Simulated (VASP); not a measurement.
# Cu (Fm-3m) in VASP: a series of runs

The runs below take Cu through relaxation of cell and atoms, with PBE.

Program: VASP 6.6.1. These are calculated values, not measurements. Logs are shortened: lines on timing, memory, paths and dates and some standing lists are left out, and cuts for length are marked.

## (1) The structure

It takes space group Fm-3m (No. 225, cubic). The conventional cell has a = 3.615 Å, b = 3.615 Å, c = 3.615 Å, α = 90.00°, β = 90.00°, γ = 90.00°. Around Cu (site symmetry m-3m) lie 12 Cu at 2.56 Å.

## (2) Relaxation of cell and atoms, PBE

Contents of INCAR:

```
SYSTEM = Cu
ALGO     = Normal         ! electronic algorithm
EDIFF    = 1E-7           ! SCF threshold, eV
EDIFFG   = -0.002         ! ionic threshold
ENCUT    = 520            ! plane-wave cutoff, eV
GGA      = PE             ! functional
IBRION   = 2              ! ionic algorithm
ISIF     = 3              ! what is computed and relaxed
ISMEAR   = 0              ! smearing method
LASPH    = .TRUE.         ! aspherical terms in the spheres
LCHARG   = .FALSE.        ! write CHGCAR
LREAL    = .FALSE.        ! projectors in reciprocal space
LWAVE    = .FALSE.        ! write WAVECAR
NELM     = 100            ! most SCF steps
NSW      = 80             ! ionic steps
PREC     = Accurate       ! precision mode
SIGMA    = 0.1            ! smearing width, eV
```

Contents of KPOINTS:

```
k-points
0
G
  20 20 20
  0 0 0
```

Contents of POSCAR:

```
Cu
1.0
    0.0000000000      1.8075000000      1.8075000000
    1.8075000000      0.0000000000      1.8075000000
    1.8075000000      1.8075000000      0.0000000000
Cu
1
Direct
    0.0000000000      0.0000000000      0.0000000000
```

Potentials or basis: VASP PAW PBE potentials, release 64 (Cu).

Launch:

```bash
$ cat potpaw_PBE.64/Cu/POTCAR > POTCAR
$ mpirun -np 1 vasp_std > vasp.out
```

OUTCAR:

```text
SYSTEM = Cu
   EDIFF = 1E-7
   EDIFFG = -0.002
   ENCUT = 520
   GGA = PE
   IBRION = 2
   ISIF = 3
   ISMEAR = 0
   LASPH = .TRUE.
   LREAL = .FALSE.
   NELM = 100
   NSW = 80
   PREC = Accurate

 ion  position               nearest neighbor table
   1  0.000  0.000  0.000-

  LATTYP: Found a face centered cubic cell.
 ALAT       =     3.6150000000

  Lattice vectors:

 A1 = (   0.0000000000,   1.8075000000,   1.8075000000)
 A2 = (   1.8075000000,   0.0000000000,   1.8075000000)
 A3 = (   1.8075000000,   1.8075000000,   0.0000000000)

Analysis of symmetry for initial positions (statically):
=====================================================================
 Subroutine PRICEL returns:
 Original cell was already a primitive cell.

 Routine SETGRP: Setting up the symmetry group for a
 face centered cubic supercell.

 Subroutine GETGRP returns: Found 48 space group operations
 (whereof 48 operations were pure point group operations)
 out of a pool of 48 trial point group operations.

The static configuration has the point symmetry O_h .

Analysis of symmetry for dynamics (positions and initial velocities):
=====================================================================
 Subroutine PRICEL returns:
 Original cell was already a primitive cell.

 Routine SETGRP: Setting up the symmetry group for a
 face centered cubic supercell.

 Subroutine GETGRP returns: Found 48 space group operations
 (whereof 48 operations were pure point group operations)
 out of a pool of 48 trial point group operations.

The dynamic configuration has the point symmetry O_h .

 Subroutine INISYM returns: Found 48 space group operations
 (whereof 48 operations are pure point group operations),
 and found     1 'primitive' translations

----------------------------------------------------------------------------------------

                                     Primitive cell

  volume of cell :      11.8104

  direct lattice vectors                    reciprocal lattice vectors
     0.000000000  1.807500000  1.807500000    -0.276625173  0.276625173  0.276625173
     1.807500000  0.000000000  1.807500000     0.276625173 -0.276625173  0.276625173
     1.807500000  1.807500000  0.000000000     0.276625173  0.276625173 -0.276625173

  length of vectors
     2.556191014  2.556191014  2.556191014     0.479128854  0.479128854  0.479128854

  position of ions in fractional coordinates (direct lattice)
     0.000000000  0.000000000  0.000000000

  ion indices of the primitive-cell ions
   primitive index   ion index
                 1           1

----------------------------------------------------------------------------------------

 KPOINTS: k-points

Automatic generation of k-mesh.
 Grid dimensions read from file:
 generate k-points for:   20   20   20

 Generating k-lattice:

  Cartesian coordinates                     Fractional coordinates (reciprocal lattice)
    -0.013831259  0.013831259  0.013831259     0.050000000  0.000000000  0.000000000
     0.013831259 -0.013831259  0.013831259     0.000000000  0.050000000  0.000000000
     0.013831259  0.013831259 -0.013831259     0.000000000  0.000000000  0.050000000

  Length of vectors
     0.023956443  0.023956443  0.023956443

  Shift w.r.t. Gamma in fractional coordinates (k-lattice)
     0.000000000  0.000000000  0.000000000

 Subroutine IBZKPT returns following result:
 ===========================================

 Found    256 irreducible k-points:

 Following reciprocal coordinates:
            Coordinates               Weight
  0.000000  0.000000  0.000000      1.000000
  0.050000  0.000000  0.000000      8.000000
  0.100000  0.000000  0.000000      8.000000
  0.150000  0.000000  0.000000      8.000000
  0.200000  0.000000  0.000000      8.000000
  0.250000  0.000000  0.000000      8.000000
[... 16 lines left out ...]
 -0.400000  0.050000  0.000000     24.000000
 -0.350000  0.050000  0.000000     24.000000
 [... further k-points ...]
   k-points           NKPTS =    256   k-points in BZ     NKDIM =    256   number of bands    NBANDS=      9
   number of dos      NEDOS =    301   number of ions     NIONS =      1
   total plane-waves  NPLWV =   8000
   dimension x,y,z NGX =    20 NGY =   20 NGZ =   20
   dimension x,y,z NGXF=    40 NGYF=   40 NGZF=   40
   ions per type =               1
   NGX,Y,Z   is equivalent  to a cutoff of  13.01, 13.01, 13.01 a.u.
   NGXF,Y,Z  is equivalent  to a cutoff of  26.01, 26.01, 26.01 a.u.
 SYSTEM =  Cu
   PREC   = accura    normal or accurate (medium, high low for compatibility)
   ISTART =      0    job   : 0-new  1-cont  2-samecut
   ICHARG =      2    charge: 1-file 2-atom 10-const
   ISPIN  =      1    spin polarized calculation?
   LNONCOLLINEAR =      F non collinear calculations
   LSORBIT =      F    spin-orbit coupling
   LASPH  =      T    aspherical Exc in radial PAW
   ENCUT  =  520.0 eV  38.22 Ry    6.18 a.u.   4.75  4.75  4.75*2*pi/ulx,y,z
   NELM   =    100;   NELMIN=  2; NELMDL= -5     # of ELM steps
   EDIFF  = 0.1E-06   stopping-criterion for ELM
   LREAL  =      F    real-space projection
   EDIFFG = -.2E-02   stopping-criterion for IOM
   NSW    =     80    number of steps for IOM
   IBRION =      2    ionic relax: 0-MD 1-quasi-New 2-CG
   NFREE  =      1    steps in history (QN), initial steepest desc. (CG)
   ISIF   =      3    stress and relaxation
   ISYM   =      2    0-nonsym 1-usesym 2-fastsym
   POTIM  = 0.5000    time-step for ionic-motion
   TEBEG  =    0.0;   TEEND  =   0.0 temperature during run
   PSTRESS=    0.0 pullay stress
   NELECT =      11.0000    total number of electrons
   NUPDOWN=      -1.0000    fix difference up-down
   EMIN   =  10.00;   EMAX   =-10.00  energy-range for DOS
   EFERMI =   0.00;   METHOD = LEGACY
   ISMEAR =     0;   SIGMA  =   0.10  broadening in eV -4-tet -1-fermi 0-gaus
   EFERMI_NEDOS =   21; number of points for ismear=-14 and -15
   IALGO  =     38    algorithm
   IMIX   =      4    mixing-type and parameters
     AMIX     =   0.40;   BMIX     =  1.00
     AMIX_MAG =   1.60;   BMIX_MAG =  1.00
  volume/ion in A,a.u.               =      11.81        79.70
  Fermi-wavevector in a.u.,A,eV,Ry     =   1.598763  3.021224 34.777078  2.556043
  Thomas-Fermi vector in A             =   2.696162
   LORBIT       =      0    0 simple, 1 ext, 2 COOP (PROOUT), +10 PAW based schemes
   GGA     = PE    functional components
   LHFCALC =     F    Hartree Fock is set to
   AEXX    =    0.0000 exact exchange contribution
   IVDW    =     0    specifies the selected vdW correction
   LEPSILON=     F    determine dielectric tensor
   LRPA    =     F    only Hartree local field effects (RPA)
 conjugate gradient relaxation of ions
 non-spin polarized calculation
 Gauss-broadening in eV      SIGMA  =   0.10
  energy-cutoff  :      520.00
  volume of cell :       11.81
 maximum number of plane-waves:       332
   NGX =  9   NGY =  9   NGZ =  9

--------------------------------------- Ionic step        1  -------------------------------------------

 number of electron      11.0000001 magnetization

 Free energy of the ion-electron system (eV)
  ---------------------------------------------------
  ext. energy  EPLUGINS =         0.00000000
  ---------------------------------------------------
  free energy    TOTEN  =        -3.72803549 eV

  energy without entropy =       -3.72672100  energy(sigma->0) =       -3.72737825

------------------------ aborting loop because EDIFF is reached ----------------------------------------

  FORCE on cell =-STRESS in cart. coord.  units (eV):
  Direction    XX          YY          ZZ          XY          YZ          ZX
  --------------------------------------------------------------------------------------
  -------------------------------------------------------------------------------------
  Total        0.1701115      0.1701115      0.1701115      0.0000000      0.0000000      0.0000000
  in kB       23.0770063     23.0770063     23.0770063      0.0000000      0.0000000      0.0000000
  external PRESSURE =      23.0770063 kB  Pullay stress =       0.0000000 kB

 VOLUME and BASIS-vectors are now :
 -----------------------------------------------------------------------------
  energy-cutoff  :      520.00
  volume of cell :       11.81
      direct lattice vectors                 reciprocal lattice vectors
     0.000000000  1.807500000  1.807500000    -0.276625173  0.276625173  0.276625173
     1.807500000  0.000000000  1.807500000     0.276625173 -0.276625173  0.276625173
     1.807500000  1.807500000  0.000000000     0.276625173  0.276625173 -0.276625173
[... 36 lines left out ...]
 POSITION                                       TOTAL-FORCE (eV/Angst)
 -----------------------------------------------------------------------------------
      1.82233      3.64467      1.82233        -0.000000     -0.000000      0.000000
 -----------------------------------------------------------------------------------
    total drift:                                0.000000      0.000000     -0.000000

  FREE ENERGIE OF THE ION-ELECTRON SYSTEM (eV)
  ---------------------------------------------------
  free  energy   TOTEN  =        -3.7289577808 eV

  energy  without entropy=       -3.7276060255  energy(sigma->0) =       -3.72828190

--------------------------------------- Ionic step        3  -------------------------------------------

 number of electron      10.9999996 magnetization

 Free energy of the ion-electron system (eV)
  ---------------------------------------------------
  ext. energy  EPLUGINS =         0.00000000
  ---------------------------------------------------
  free energy    TOTEN  =        -3.72935703 eV

  energy without entropy =       -3.72801816  energy(sigma->0) =       -3.72868759

 E-fermi :   7.3658     XC(G=0): -12.6346

 val. band max:        7.3455875856   @ k =   0.5000   0.2500   0.1000
 cond. band min:       7.4110177123   @ k =   0.5000   0.3500   0.1500
 fundamental gap:      0.0654301267
 Fermi energy:         7.3658217193

 k-point     1 :       0.0000    0.0000    0.0000
  band No.  band energies     occupation
      1      -1.8398      2.00000
      2       4.4146      2.00000
      3       4.4146      2.00000
      4       4.4146      2.00000
      5       5.2168      2.00000
      6       5.2168      2.00000
      7      29.8603      0.00000
      8      32.3829      0.00000
      9      32.3829      0.00000

 k-point     2 :       0.0500    0.0000    0.0000
  band No.  band energies     occupation
      1      -1.7497      2.00000
      2       4.3957      2.00000
      3       4.4317      2.00000
      4       4.4317      2.00000
      5       5.2100      2.00000
      6       5.2100      2.00000
      7      29.3489      0.00000
      8      31.1783      0.00000
      9      32.0779      0.00000
[... 253 lines left out ...]
 k-point    24 :      -0.3500    0.0500    0.0000
  band No.  band energies     occupation
      1       1.9422      2.00000
      2       4.4407      2.00000
      3       4.4795      2.00000
      4       4.6163      2.00000
      5       5.5252      2.00000
      6       5.8027      2.00000
      7      14.5812      0.00000
      8      27.0049      0.00000
      9      29.4044      0.00000

 [... further k-points ...]
[... 5 lines left out ...]
  --------------------------------------------------------------------------------------
  -------------------------------------------------------------------------------------
  Total        0.0014187      0.0014187      0.0014187     -0.0000000      0.0000000     -0.0000000
  in kB        0.1894564      0.1894564      0.1894564     -0.0000000      0.0000000     -0.0000000
  external PRESSURE =       0.1894564 kB  Pullay stress =       0.0000000 kB

 VOLUME and BASIS-vectors are now :
 -----------------------------------------------------------------------------
  energy-cutoff  :      520.00
  volume of cell :       12.00
      direct lattice vectors                 reciprocal lattice vectors
     0.000000000  1.816997701  1.816997701    -0.275179214  0.275179214  0.275179214
     1.816997701 -0.000000000  1.816997701     0.275179214 -0.275179214  0.275179214
     1.816997701  1.816997701  0.000000000     0.275179214  0.275179214 -0.275179214

 POSITION                                       TOTAL-FORCE (eV/Angst)
 -----------------------------------------------------------------------------------
      0.00000     -0.00000      0.00000         0.000000      0.000000      0.000000
 -----------------------------------------------------------------------------------
    total drift:                                0.000000      0.000000      0.000000

  FREE ENERGIE OF THE ION-ELECTRON SYSTEM (eV)
  ---------------------------------------------------
  free  energy   TOTEN  =        -3.7293570299 eV

  energy  without entropy=       -3.7280181568  energy(sigma->0) =       -3.72868759

 reached required accuracy - stopping structural energy minimisation
```

It took 33 s on 1 thread of Intel Xeon Platinum 8488C (Sapphire Rapids), shared host; peak memory 0.15 GiB.

Results:

| Property | Result |
| --- | --- |
| Free energy | -3.7294 eV |
| Relaxed volume | 12.00 Å³/atom |
| Relaxed cell | a = 2.570 Å, b = 2.570 Å, c = 2.570 Å, α = 60.00°, β = 60.00°, γ = 60.00° |
| Space group after relaxing (to 0.05 Å) | Fm-3m (No. 225) |
| Energy gained by relaxing | 1.3 meV/atom |
| Ionic steps | 3 |
| Pressure after relaxing | 0.0 GPa |
| Band gap on the k mesh | none (metal or under the smearing width) |

Step by step:
```csv
step,energy change (eV),largest force (eV/Å),pressure (GPa),volume (Å³)
1,0.0000,0.0000,2.31,11.81
2,-0.0009,0.0000,-1.20,12.10
3,-0.0013,0.0000,0.02,12.00
```

Final structure:
```cif
data_structure
_symmetry_space_group_name_H-M 'P 1'
_symmetry_Int_Tables_number 1
_cell_length_a 2.5696
_cell_length_b 2.5696
_cell_length_c 2.5696
_cell_angle_alpha 60.000
_cell_angle_beta 60.000
_cell_angle_gamma 60.000
_cell_volume 12.00
loop_
_atom_site_label
_atom_site_type_symbol
_atom_site_fract_x
_atom_site_fract_y
_atom_site_fract_z
_atom_site_occupancy
Cu1 Cu 0.00000 0.00000 0.00000 1
```

Levels at points of the mesh, in eV from the Fermi level:
```tsv
k point	band 4	band 5	band 6	band 7	band 8	band 9
(0.00, 0.00, 0.00)	-2.95	-2.15	-2.15	22.49	25.02	25.02
(0.50, 0.00, 0.00)	-1.59	-1.59	-0.93	3.71	20.99	21.85
(0.50, 0.50, 0.00)	-1.45	-1.45	1.54	7.03	12.99	12.99
```

PBE usually gives volumes a little too large and moduli too small. Zero-point motion and thermal expansion aren't in these numbers.

## (3) Relaxation of cell and atoms, PBE

This run uses another cell than the first one, of 12.00 Å³/atom, 1.016 times its volume.

INCAR is that of step 2.

KPOINTS is that of step 2.

Contents of POSCAR:

```
Cu                                      
1.0
    0.0000000000      1.8169977007      1.8169977007
    1.8169977007     -0.0000000000      1.8169977007
    1.8169977007      1.8169977007      0.0000000000
  Cu            
     1
Direct
     0.0000000000000000    0.0000000000000000    0.0000000000000000
```

Potentials or basis: VASP PAW PBE potentials, release 64 (Cu).

Launch:

```bash
$ cat potpaw_PBE.64/Cu/POTCAR > POTCAR
$ mpirun -np 1 vasp_std > vasp.out
```

OUTCAR:

```text
SYSTEM = Cu
   EDIFF = 1E-7
   EDIFFG = -0.002
   ENCUT = 520
   GGA = PE
   IBRION = 2
   ISIF = 3
   ISMEAR = 0
   LASPH = .TRUE.
   LREAL = .FALSE.
   NELM = 100
   NSW = 80
   PREC = Accurate

 ion  position               nearest neighbor table
   1  0.000  0.000  0.000-

  LATTYP: Found a face centered cubic cell.
 ALAT       =     3.6339954014

  Lattice vectors:

 A1 = (   0.0000000000,   1.8169977007,   1.8169977007)
 A2 = (   1.8169977007,   0.0000000000,   1.8169977007)
[... 509 lines left out ...]
      3       4.4746      2.00000
      4       4.6115      2.00000
      5       5.5195      2.00000
      6       5.7968      2.00000
      7      14.5717      0.00000
      8      26.9922      0.00000
      9      29.3921      0.00000

 [... further k-points ...]
[... 5 lines left out ...]
  --------------------------------------------------------------------------------------
  -------------------------------------------------------------------------------------
  Total       -0.0014369     -0.0014369     -0.0014369     -0.0000000      0.0000000      0.0000000
  in kB       -0.1917806     -0.1917806     -0.1917806     -0.0000000      0.0000000      0.0000000
  external PRESSURE =      -0.1917806 kB  Pullay stress =       0.0000000 kB

 VOLUME and BASIS-vectors are now :
 -----------------------------------------------------------------------------
  energy-cutoff  :      520.00
  volume of cell :       12.00
      direct lattice vectors                 reciprocal lattice vectors
     0.000000000  1.817320183  1.817320183    -0.275130384  0.275130384  0.275130384
     1.817320183  0.000000000  1.817320183     0.275130384 -0.275130384  0.275130384
     1.817320183  1.817320183 -0.000000000     0.275130384  0.275130384 -0.275130384

 POSITION                                       TOTAL-FORCE (eV/Angst)
 -----------------------------------------------------------------------------------
      1.81732      1.81732      3.63464         0.000000      0.000000      0.000000
 -----------------------------------------------------------------------------------
    total drift:                               -0.000000     -0.000000      0.000000

  FREE ENERGIE OF THE ION-ELECTRON SYSTEM (eV)
  ---------------------------------------------------
  free  energy   TOTEN  =        -3.7295017555 eV

  energy  without entropy=       -3.7281620485  energy(sigma->0) =       -3.72883190

 reached required accuracy - stopping structural energy minimisation
```

It took 22 s on 1 thread of Intel Xeon Platinum 8488C (Sapphire Rapids), shared host; peak memory 0.15 GiB.

Results:

| Quantity | Value |
| --- | --- |
| Free energy | -3.7295 eV |
| Relaxed volume | 12.00 Å³/atom |
| Relaxed cell | a = 2.570 Å, b = 2.570 Å, c = 2.570 Å, α = 60.00°, β = 60.00°, γ = 60.00° |
| Space group after relaxing (to 0.05 Å) | Fm-3m (No. 225) |
| Energy gained by relaxing | 0.0 meV/atom |
| Ionic steps | 2 |
| Pressure after relaxing | 0.0 GPa |
| Band gap on the k mesh | none (metal or under the smearing width) |

Final structure:
```xyz
1
Lattice="0.0000 1.8173 1.8173 1.8173 0.0000 1.8173 1.8173 1.8173 0.0000" Properties=species:S:1:pos:R:3 pbc="T T T"
Cu    1.8173    1.8173    3.6346
```
